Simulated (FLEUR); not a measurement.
The system is CdS (Greenockite).

```
Cd S
1.0
     4.15000    0.00000    0.00000
    -2.07500    3.59401    0.00000
     0.00000    0.00000    6.73700
Cd S
2 2
Direct
  0.66667 0.33333 0.50000
  0.33333 0.66667 0.00000
  0.66667 0.33333 0.87500
  0.33333 0.66667 0.37500
```

Base run:

| Item | Value |
| --- | --- |
| Program | FLEUR MaX-R8.1 (patched build s14) |
| Functional | MJW |
| Potentials or basis | all-electron |
| Basis | FLAPW |
| Kmax | 4.21 1/bohr |
| k mesh | 7 × 7 × 4 |
| Occupations | fermi-dirac, width 0.05 eV |
| Spin | no spin polarisation |

Its results: band gap on the k mesh 0.90 eV, direct.

Q: After a change of settings the same cell gave: band gap on the k mesh 1.34 eV, direct. Which change was it?
A. functional from MJW to PBE; k mesh from 7 × 7 × 4 to 3 × 3 × 2
B. functional from MJW to Xalpha
C. functional from MJW to revPBE

A: C.

Not every run made on this cell is shown here.
